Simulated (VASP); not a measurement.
# Hg (I4/mmm) in VASP: further runs

Aim: see how the results for Hg move with the level of theory and the settings. Levels: LDA, PBE+D2. Tasks: single point, relaxation of the atoms.

Program: VASP 6.6.1. These are calculated values, not measurements. Logs are shortened: lines on timing, memory, paths and dates and some standing lists are left out, and cuts for length are marked.

## Step 1: The structure

The structure is tetragonal, space group I4/mmm (No. 139). The conventional cell has a = 3.753 Å, b = 3.753 Å, c = 3.834 Å, α = 90.00°, β = 90.00°, γ = 90.00°. Hg (site symmetry 4/mmm) is surrounded by 12 Hg at 3.27 to 3.75 Å.

## Step 2: Single point, LDA

Contents of INCAR:

```
SYSTEM = Hg
ALGO = Fast
EDIFF = 1E-6
ENCUT = 500
ISIF = 2
ISMEAR = 0
LASPH = .True.
LCHARG = .True.
LELF = .True.
LREAL = .False.
LVHAR = .True.
LWAVE = .False.
NBANDS = 12
NELM = 60
PREC = Accurate
SIGMA = 0.02
```

Contents of KPOINTS:

```
k-points
0
Gamma
  10 10 10
  0 0 0
```

Contents of POSCAR:

```
Hg
1.0
   -1.8767364354      1.8767364354      1.9168448550
    1.8767364354     -1.8767364354      1.9168448550
    1.8767364354      1.8767364354     -1.9168448550
Hg
1
Direct
    0.5000000000      0.5000000000      0.0000000000
```

Potentials or basis: VASP PAW LDA potentials, release 64 (Hg).

Launch:

```console
$ cat potpaw_LDA.64/Hg/POTCAR > POTCAR
$ mpirun -np 1 vasp_std > vasp.out
```

OUTCAR:

```text
SYSTEM = Hg
   EDIFF = 1E-6
   ENCUT = 500
   ISIF = 2
   ISMEAR = 0
   LASPH = .True.
   LREAL = .False.
   NELM = 60
   PREC = Accurate

 ion  position               nearest neighbor table
   1  0.500  0.500  0.000-

  LATTYP: Found a body centered tetragonal cell.
 ALAT       =     3.7534728708
 C/A-ratio  =     1.0213713651

  Lattice vectors:

 A1 = (  -1.8767364354,   1.8767364354,   1.9168448550)
 A2 = (   1.8767364354,  -1.8767364354,   1.9168448550)
 A3 = (   1.8767364354,   1.8767364354,  -1.9168448550)

Analysis of symmetry for initial positions (statically):
=====================================================================
 Subroutine PRICEL returns:
 Original cell was already a primitive cell.

 Routine SETGRP: Setting up the symmetry group for a
 body centered tetragonal supercell.

 Subroutine GETGRP returns: Found 16 space group operations
 (whereof 16 operations were pure point group operations)
 out of a pool of 16 trial point group operations.

The static configuration has the point symmetry D_4h.

Analysis of symmetry for dynamics (positions and initial velocities):
=====================================================================
 Subroutine PRICEL returns:
 Original cell was already a primitive cell.

 Routine SETGRP: Setting up the symmetry group for a
 body centered tetragonal supercell.

 Subroutine GETGRP returns: Found 16 space group operations
 (whereof 16 operations were pure point group operations)
 out of a pool of 16 trial point group operations.

The dynamic configuration has the point symmetry D_4h.

 Subroutine INISYM returns: Found 16 space group operations
 (whereof 16 operations are pure point group operations),
 and found     1 'primitive' translations

----------------------------------------------------------------------------------------

                                     Primitive cell

  volume of cell :      27.0056

  direct lattice vectors                    reciprocal lattice vectors
    -1.876736435  1.876736435  1.916844855     0.000000000  0.266419935  0.260845315
     1.876736435 -1.876736435  1.916844855     0.266419935  0.000000000  0.260845315
     1.876736435  1.876736435 -1.916844855     0.266419935  0.266419935  0.000000000

  length of vectors
     3.273923257  3.273923257  3.273923257     0.372853672  0.372853672  0.376774686

  position of ions in fractional coordinates (direct lattice)
     0.500000000  0.500000000  0.000000000

  ion indices of the primitive-cell ions
   primitive index   ion index
                 1           1

----------------------------------------------------------------------------------------

 KPOINTS: k-points

Automatic generation of k-mesh.
 Grid dimensions read from file:
 generate k-points for:   10   10   10

 Generating k-lattice:

  Cartesian coordinates                     Fractional coordinates (reciprocal lattice)
     0.000000000  0.026641994  0.026084531     0.100000000 -0.000000000  0.000000000
     0.026641994  0.000000000  0.026084531    -0.000000000  0.100000000  0.000000000
     0.026641994  0.026641994  0.000000000     0.000000000  0.000000000  0.100000000

  Length of vectors
     0.037285367  0.037285367  0.037677469

  Shift w.r.t. Gamma in fractional coordinates (k-lattice)
     0.000000000  0.000000000  0.000000000

 Subroutine IBZKPT returns following result:
 ===========================================

 Found    102 irreducible k-points:

 Following reciprocal coordinates:
            Coordinates               Weight
  0.000000  0.000000  0.000000      1.000000
  0.100000  0.000000  0.000000      8.000000
  0.200000  0.000000  0.000000      8.000000
  0.300000  0.000000 -0.000000      8.000000
  0.400000  0.000000  0.000000      8.000000
  0.500000  0.000000  0.000000      4.000000
[... 16 lines left out ...]
  0.300000  0.300000 -0.000000      8.000000
  0.400000  0.300000  0.000000     16.000000
 [... further k-points ...]
   k-points           NKPTS =    102   k-points in BZ     NKDIM =    102   number of bands    NBANDS=     12
   number of dos      NEDOS =    301   number of ions     NIONS =      1
   total plane-waves  NPLWV =  13824
   dimension x,y,z NGX =    24 NGY =   24 NGZ =   24
   dimension x,y,z NGXF=    48 NGYF=   48 NGZF=   48
   ions per type =               1
   NGX,Y,Z   is equivalent  to a cutoff of  12.19, 12.19, 12.19 a.u.
   NGXF,Y,Z  is equivalent  to a cutoff of  24.37, 24.37, 24.37 a.u.
 SYSTEM =  Hg
   PREC   = accura    normal or accurate (medium, high low for compatibility)
   ISTART =      0    job   : 0-new  1-cont  2-samecut
   ICHARG =      2    charge: 1-file 2-atom 10-const
   ISPIN  =      1    spin polarized calculation?
   LNONCOLLINEAR =      F non collinear calculations
   LSORBIT =      F    spin-orbit coupling
   LASPH  =      T    aspherical Exc in radial PAW
   ENCUT  =  500.0 eV  36.75 Ry    6.06 a.u.   5.97  5.97  5.97*2*pi/ulx,y,z
   NELM   =     60;   NELMIN=  2; NELMDL= -5     # of ELM steps
   EDIFF  = 0.1E-05   stopping-criterion for ELM
   LREAL  =      F    real-space projection
   EDIFFG = 0.1E-04   stopping-criterion for IOM
   NSW    =      0    number of steps for IOM
   IBRION =     -1    ionic relax: 0-MD 1-quasi-New 2-CG
   NFREE  =      0    steps in history (QN), initial steepest desc. (CG)
   ISIF   =      2    stress and relaxation
   ISYM   =      2    0-nonsym 1-usesym 2-fastsym
   POTIM  = 0.5000    time-step for ionic-motion
   TEBEG  =    0.0;   TEEND  =   0.0 temperature during run
   PSTRESS=    0.0 pullay stress
   NELECT =      12.0000    total number of electrons
   NUPDOWN=      -1.0000    fix difference up-down
   EMIN   =  10.00;   EMAX   =-10.00  energy-range for DOS
   EFERMI =   0.00;   METHOD = LEGACY
   ISMEAR =     0;   SIGMA  =   0.02  broadening in eV -4-tet -1-fermi 0-gaus
   EFERMI_NEDOS =   21; number of points for ismear=-14 and -15
   IALGO  =     68    algorithm
   IMIX   =      4    mixing-type and parameters
     AMIX     =   0.40;   BMIX     =  1.00
     AMIX_MAG =   1.60;   BMIX_MAG =  1.00
  volume/ion in A,a.u.               =      27.01       182.24
  Fermi-wavevector in a.u.,A,eV,Ry     =   1.249254  2.360748 21.233735  1.560635
  Thomas-Fermi vector in A             =   2.383303
   LORBIT       =      0    0 simple, 1 ext, 2 COOP (PROOUT), +10 PAW based schemes
   GGA     = CA    functional components
   LHFCALC =     F    Hartree Fock is set to
   AEXX    =    0.0000 exact exchange contribution
   IVDW    =     0    specifies the selected vdW correction
   LEPSILON=     F    determine dielectric tensor
   LRPA    =     F    only Hartree local field effects (RPA)
 non-spin polarized calculation
 RMM-DIIS sequential band-by-band and
 Gauss-broadening in eV      SIGMA  =   0.02
  energy-cutoff  :      500.00
  volume of cell :       27.01
 maximum number of plane-waves:       697
   NGX = 11   NGY = 11   NGZ = 11

 number of electron      11.9999998 magnetization

 Free energy of the ion-electron system (eV)
  ---------------------------------------------------
  ext. energy  EPLUGINS =         0.00000000
  ---------------------------------------------------
  free energy    TOTEN  =        -0.86698272 eV

  energy without entropy =       -0.86676926  energy(sigma->0) =       -0.86687599

 E-fermi :   1.4102     XC(G=0): -10.4823

 val. band max:        1.4053940664   @ k =  -0.4000   0.5000   0.3000
 cond. band min:       1.4274162507   @ k =   0.4000   0.1000   0.1000
 fundamental gap:      0.0220221843
 Fermi energy:         1.4101587451

 k-point     1 :       0.0000    0.0000    0.0000
  band No.  band energies     occupation
      1      -6.5656      2.00000
      2      -5.1903      2.00000
      3      -5.1903      2.00000
      4      -5.1437      2.00000
      5      -4.4996      2.00000
      6      -4.4507      2.00000
      7      15.7923      0.00000
      8      15.9084      0.00000
      9      15.9084      0.00000
     10      15.9954      0.00000
     11      16.3896      0.00000
     12      16.3896      0.00000

 k-point     2 :       0.1000    0.0000    0.0000
  band No.  band energies     occupation
      1      -6.3307      2.00000
      2      -5.2037      2.00000
      3      -5.1683      2.00000
      4      -5.0639      2.00000
      5      -4.5273      2.00000
      6      -4.4581      2.00000
      7      13.4043      0.00000
      8      15.0525      0.00000
      9      15.0974      0.00000
     10      15.9222      0.00000
     11      16.2547      0.00000
     12      16.2953      0.00000

 k-point     3 :       0.2000    0.0000    0.0000
  band No.  band energies     occupation
      1      -5.8048      2.00000
      2      -5.2876      2.00000
      3      -4.9526      2.00000
      4      -4.7935      2.00000
      5      -4.5792      2.00000
      6      -4.4617      2.00000
      7       9.7226      0.00000
      8      13.4119      0.00000
      9      13.5684      0.00000
     10      15.4795      0.00000
     11      16.1411      0.00000
     12      17.1516      0.00000
[... 286 lines left out ...]
 k-point    23 :       0.3000    0.3000   -0.0000
  band No.  band energies     occupation
      1      -5.5415      2.00000
      2      -5.0939      2.00000
      3      -4.8638      2.00000
      4      -4.4623      2.00000
      5      -4.3760      2.00000
      6       0.1037      2.00000
      7       3.0951      0.00000
      8       4.5635      0.00000
      9      10.7142      0.00000
     10      17.6414      0.00000
     11      18.1926      0.00000
     12      19.3278      0.00000

 k-point    24 :       0.4000    0.3000    0.0000
  band No.  band energies     occupation
      1      -5.5530      2.00000
      2      -5.1029      2.00000
      3      -4.8513      2.00000
      4      -4.4788      2.00000
      5      -4.3405      2.00000
      6       0.1972      2.00000
      7       3.0098      0.00000
      8       4.5523      0.00000
      9      10.6323      0.00000
     10      17.2399      0.00000
     11      18.1354      0.00000
     12      19.9481      0.00000

 [... further k-points ...]
[... 5 lines left out ...]
  --------------------------------------------------------------------------------------
  -------------------------------------------------------------------------------------
  Total       -0.7037765     -0.7037765     -0.6840283      0.0000000     -0.0000000      0.0000000
  in kB      -41.7533963    -41.7533963    -40.5817827      0.0000000     -0.0000000      0.0000000
  external PRESSURE =     -41.3628584 kB  Pullay stress =       0.0000000 kB

 VOLUME and BASIS-vectors are now :
 -----------------------------------------------------------------------------
  energy-cutoff  :      500.00
  volume of cell :       27.01
      direct lattice vectors                 reciprocal lattice vectors
    -1.876736435  1.876736435  1.916844855     0.000000000  0.266419935  0.260845315
     1.876736435 -1.876736435  1.916844855     0.266419935  0.000000000  0.260845315
     1.876736435  1.876736435 -1.916844855     0.266419935  0.266419935  0.000000000

 POSITION                                       TOTAL-FORCE (eV/Angst)
 -----------------------------------------------------------------------------------
      0.00000      0.00000      1.91684         0.000000     -0.000000      0.000000
 -----------------------------------------------------------------------------------
    total drift:                               -0.000000      0.000000      0.000000

  FREE ENERGIE OF THE ION-ELECTRON SYSTEM (eV)
  ---------------------------------------------------
  free  energy   TOTEN  =        -0.8669827219 eV

  energy  without entropy=       -0.8667692644  energy(sigma->0) =       -0.86687599
```

Run time: 8.9 s. Hardware: 1 thread of Intel Xeon Platinum 8488C (Sapphire Rapids), shared host; peak memory 0.14 GiB.

What came out:

| Item | Value |
| --- | --- |
| Free energy | -0.8670 eV |
| Pressure | -4.1 GPa |
| Band gap on the k mesh | none (metal or under the smearing width) |

## Step 3: Single point, LDA

Contents of run.py:

```python
from ase.calculators.vasp import Vasp
from ase.dft.bandgap import bandgap
from ase.io import read

atoms = read('POSCAR')
calc = Vasp(
    directory='calc',
    xc='lda',
    pp='LDA',
    setups='minimal',
    prec='Accurate',
    encut=500,
    ediff=1e-06,
    ismear=0,
    sigma=0.02,
    lreal=False,
    lasph=True,
    nelm=100,
    algo='Normal',
    isif=2,
    lwave=False,
    lcharg=False,
    kpts=[10, 10, 10],
    gamma=True,
    nbands=12,
)
atoms.calc = calc

print('energy (eV):', atoms.get_potential_energy())
print('free energy (eV):', atoms.get_potential_energy(force_consistent=True))
print('forces (eV/A):')
print(atoms.get_forces())
print('stress (eV/A^3, Voigt):', atoms.get_stress())
print('Fermi level (eV):', calc.get_fermi_level())
gap, top, bottom = bandgap(calc)
print('band gap (eV):', gap, 'from (spin, k, band)', top, 'to', bottom)
```

POSCAR is that of step 2.

Potentials or basis: VASP PAW LDA potentials, release 64 (Hg).

Launch:

```console
$ python run.py
```

It took 11 s on 1 thread of Intel Xeon Platinum 8488C (Sapphire Rapids), shared host; peak memory 0.14 GiB.

It converged, with:

- Free energy: -0.8670 eV
- Pressure: -4.0 GPa
- Band gap on the k mesh: none (metal or under the smearing width)

Stress tensor (GPa, compression positive):
```
-4.07  0.00  0.00
 0.00 -4.07  0.00
 0.00  0.00 -3.95
```

Levels at points of the mesh, in eV from the Fermi level:
```
           k point  band 3  band 4  band 5  band 6  band 7  band 8  band 9  band 10
(0.00, 0.00, 0.00)   -6.60   -6.55   -5.91   -5.86   14.38   14.50   14.50    14.59
(0.50, 0.00, 0.00)   -5.97   -5.86   -5.39   -1.50   -0.85    8.86    9.85    13.65
(0.50, 0.50, 0.00)   -5.90   -5.84   -5.38   -1.38   -0.77    8.54    9.49    13.24
(0.50, 0.50, 0.50)   -5.52   -5.50   -5.50    2.34    3.51    3.95    3.95     9.39
```

## Step 4: Relaxation of the atoms, PBE+D2 (cell strained at random at fixed volume)

Contents of INCAR:

```
ALGO     = Fast           # electronic algorithm
EDIFF    = 1E-7           # SCF threshold, eV
EDIFFG   = -0.01          # ionic threshold
ENCUT    = 520            # plane-wave cutoff, eV
GGA      = PE             # functional
IBRION   = 2              # ionic algorithm
ISIF     = 2              # what is computed and relaxed
ISMEAR   = 1              # smearing method
IVDW     = 1              # dispersion correction
LASPH    = T              # aspherical terms in the spheres
LCHARG   = F              # write CHGCAR
LREAL    = F              # projectors in reciprocal space
LWAVE    = F              # write WAVECAR
NELM     = 60             # most SCF steps
NSW      = 60             # ionic steps
PREC     = Accurate       # precision mode
SIGMA    = 0.1            # smearing width, eV
```

Contents of KPOINTS:

```
k-points
0
Gamma
  10 10 10
```

Contents of POSCAR:

```
Hg
3.2925
   -0.582009415338      0.569393166287      0.580552164009
    0.567733637054     -0.560655732726      0.558020045558
    0.595202126044      0.573848443432     -0.571997266515
Hg
1
Direct
    0.5000000000      0.5000000000      0.0000000000
```

Potentials or basis: VASP PAW PBE potentials, release 64 (Hg).

Launch:

```console
$ cat potpaw_PBE.64/Hg/POTCAR > POTCAR
$ mpirun -np 1 vasp_std > vasp.out
```

Wall time 42 s (1 thread of Intel Xeon Platinum 8488C (Sapphire Rapids), shared host); peak memory 0.25 GiB.

The run converged. Its results:

```yaml
Free_energy: -1.1466 eV
Pressure_after_relaxing: 1.4 GPa
Band_gap_on_the_k_mesh: none (metal or under the smearing width)
Dispersion_energy_per_atom: -0.979 eV
```

Stress tensor (GPa, compression positive):
```
 1.21  0.11 -0.11
 0.11  1.50  0.12
-0.11  0.12  1.55
```

Final structure:
```
Hg
1.0
    -1.91627    1.87473    1.91147
     1.86926   -1.84596    1.83728
     1.95970    1.88940   -1.88330
Hg
1
Direct
  0.50000 0.50000 0.00000
```

Levels at points of the mesh, in eV from the Fermi level:
```
           k point  band 4  band 5  band 6  band 7  band 8  band 9
(0.00, 0.00, 0.00)   -6.58   -5.98   -5.94   13.93   14.11   14.74
(0.50, 0.00, 0.00)   -5.90   -5.48   -1.53   -0.79    8.49    9.86
(0.00, 0.50, 0.00)   -5.96   -5.44   -1.30   -0.71    8.69    9.76
(0.50, 0.50, 0.00)   -5.97   -5.44   -1.34   -0.73    8.77    9.84
(0.00, 0.00, 0.50)   -5.91   -5.50   -1.71   -0.89    8.93   10.19
(0.50, 0.00, 0.50)   -5.90   -5.50   -1.70   -0.88    8.89   10.11
(0.00, 0.50, 0.50)   -5.94   -5.44   -1.28   -0.68    8.51    9.50
(0.50, 0.50, 0.50)   -5.61   -5.50    2.33    3.56    3.95    4.06
```

Caveat: the relaxation stopped at its first step, so nothing moved; atom-pairwise D2, TS and ULG terms overbind metals; pairwise dispersion overbinds metals, which lowers pressure and volume. The run has no spin-orbit coupling, so splittings on Hg are missing.

## Step 5: The reference run

An earlier run on the cell as given: functional PBE; potentials or basis VASP PAW PBE potentials, release 64 (Hg); cutoff 520 eV; k mesh 10 × 10 × 10; occupations fermi-dirac, width 0.05 eV; no spin polarisation.

* Pressure: 1.6 GPa
* Band gap on the k mesh: none (metal or under the smearing width)

## Step 6: Summary

| task | level | potentials or basis | cell | cutoff (eV) | smearing | gap on the mesh (eV) | pressure (GPa) |
| --- | --- | --- | --- | --- | --- | --- | --- |
| single point | LDA | VASP PAW LDA potentials, release 64 (Hg) | as given | 500 | gaussian 0.02 eV | none | -4.0 |
| relaxation of the atoms | PBE+D2 | VASP PAW PBE potentials, release 64 (Hg) | atoms relaxed from: cell strained at random at fixed volume | 520 | methfessel-paxton 0.1 eV | none | 1.4 |
| single point | PBE | VASP PAW PBE potentials, release 64 (Hg) | as given | 520 | fermi-dirac 0.05 eV | none | 1.6 |

Alike in all rows: no spin polarisation; k mesh 10 × 10 × 10.

Caveats: the relaxation stopped at its first step, so nothing moved (some runs); atom-pairwise D2, TS and ULG terms overbind metals (some runs); pairwise dispersion overbinds metals, which lowers pressure and volume (some runs).

Total energies depend on the potentials used, so only differences within one code and one set of settings carry meaning.
